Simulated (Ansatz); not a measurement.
# TaC, space group Fm-3m: a calculation of the elastic constants

Run with Ansatz's Python interface.

`tac_elastic.py`
```python
from dataclasses import replace

import ansatz as az
import numpy as np

tac = (
    az.Lattice.of([0.0, 2.223, 2.223], [2.223, 0.0, 2.223], [2.223, 2.223, 0.0])
    .atom("Ta", [0.0, 0.0, 0.0])
    .atom("C", [0.5, 0.5, 0.5])
)

setup = (
    tac.calculation()
    .pseudopotentials("paw")
    .occupations(az.OccupationsMethod.FERMI_DIRAC, width=0.15)
    .kpoints(17, 17, 17)
)
rest = setup.relax(cell=True).run().lattice
relaxed = az.Crystal(lattice=az.Lattice.of(rest.cell_ang))
for site in rest.sites:
    relaxed = relaxed.atom(site.symbol, site.position_frac)
setup = replace(setup, crystal=relaxed)
print("relaxed volume {:.3f} A^3".format(abs(np.linalg.det(rest.cell_ang))))
out = setup.elastic("relaxed_ion", amplitude=0.005).run()
elastic = out.elastic

print("C_ij (GPa), Voigt order xx yy zz yz xz xy")
for row in elastic.c_gpa:
    print(" ".join(f"{value:8.1f}" for value in row))
print("smallest eigenvalue of C:", round(elastic.stability.min_eigenvalue_gpa, 1), "GPa; tensor positive definite:", elastic.stability.min_eigenvalue_gpa > 0)
if elastic.stability.min_eigenvalue_gpa > 0:
    for name, value in elastic.moduli.to_plain().items():
        print(f"{name:14s} {value:9.3f}")
```

Running `python tac_elastic.py` prints:
```text
DeckWarning: basis.ecutwfc = 420 eV, auto-derived from the records' recommended cutoffs: set by Ta (normal level)
relaxed volume 22.422 A^3
C_ij (GPa), Voigt order xx yy zz yz xz xy
   717.4    126.6    126.6      0.0      0.0      0.0
   126.6    717.4    126.6      0.0      0.0      0.0
   126.6    126.6    717.4      0.0      0.0      0.0
    -0.0     -0.0      0.0    176.6     -0.0      0.0
    -0.0     -0.0      0.0      0.0    176.6      0.0
    -0.0      0.0     -0.0     -0.0      0.0    176.6
smallest eigenvalue of C: 176.6 GPa; tensor positive definite: True
k_voigt_gpa      323.508
k_reuss_gpa      323.508
k_hill_gpa       323.508
g_voigt_gpa      224.135
g_reuss_gpa      210.470
g_hill_gpa       217.303
youngs_gpa       532.647
poisson            0.226
```
(Warnings from the package without file and line.)

Reading the output:
- The run is spin-unpolarised.
- A positive definite tensor excludes instabilities under uniform strain alone; phonons elsewhere in the zone can still be imaginary.
- A Fermi-Dirac width this large means warm electrons, whose thermal share enters the free energy.
- Of the deposited cell: the entry's cell lengths or inner coordinates differ somewhat from later room-temperature determinations.
- Spin-orbit coupling, which matters for elements this heavy, is left out.
- No functional is typed, so the default, PBE, holds.
- The structure is a deposited one; some such entries were measured under pressure or heat, so a shift against it needn't be the functional's error alone.
- Shear constants of a metal converge slowly with the k-point mesh and can be wrong in sign on a coarse one; the constants belong to the cell that was strained.
- The whole script took 75 s on 1 thread of AMD EPYC 7B13 (Zen 3), on a shared host, peak memory 0.63 GiB.
